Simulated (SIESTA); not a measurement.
Nb under changes of volume

One of the cells (19.300 Å³/atom); the others are scaled copies at fixed shape and fractional positions:

```
Nb
1.0
     0.00000    2.12901    2.12901
     2.12901    0.00000    2.12901
     2.12901    2.12901    0.00000
Nb
1
Cartesian
  0.0000 0.0000 0.0000
```

This isn't the form of Nb at room conditions, which is bcc.

| Property | Result |
| --- | --- |
| Program | SIESTA 5.4.2 |
| Functional | PBEsol |
| Potentials or basis | PseudoDojo 0.4 standard (PBEsol files) |
| Basis | DZP (energy shift 0.003 Ry; two zetas on semicore shells) |
| Grid cutoff | 800 Ry |
| Energy shift | 0.003 Ry |
| k mesh | 11 × 11 × 11 |
| Occupations | fermi-dirac, width 0.05 eV |
| Spin | no spin polarisation |

| volume (Å³/atom) | energy over the lowest point (meV/atom) | pressure (GPa) |
| --- | --- | --- |
| 17.786 | 6.53 | 4.8 |
| 18.165 | 0.00 | 0.8 |
| 18.543 | 2.47 | -2.8 |
| 19.300 | ? | ? |
| 19.679 | 55.62 | -11.5 |
| 20.057 | 85.89 | -13.9 |

What does the run at 19.300 Å³/atom give?

Energy over the lowest point 31.18 meV/atom; pressure -8.9 GPa.

Worked out: A Birch-Murnaghan fit of order 3 (a polynomial in V^(-2/3)) to the other rows has its minimum at 18.24 Å³/atom with B0 = V·E''(V) = 181 GPa and B' = 4.3. It gives 31.10 meV/atom at 19.300 Å³/atom, against the run's 31.18, and -dE/dV = -9.0 GPa, against -8.9.

Energies are extrapolated to zero smearing.

Caveats: the basis of atomic orbitals isn't converged, which shifts pressures, moduli and gaps.
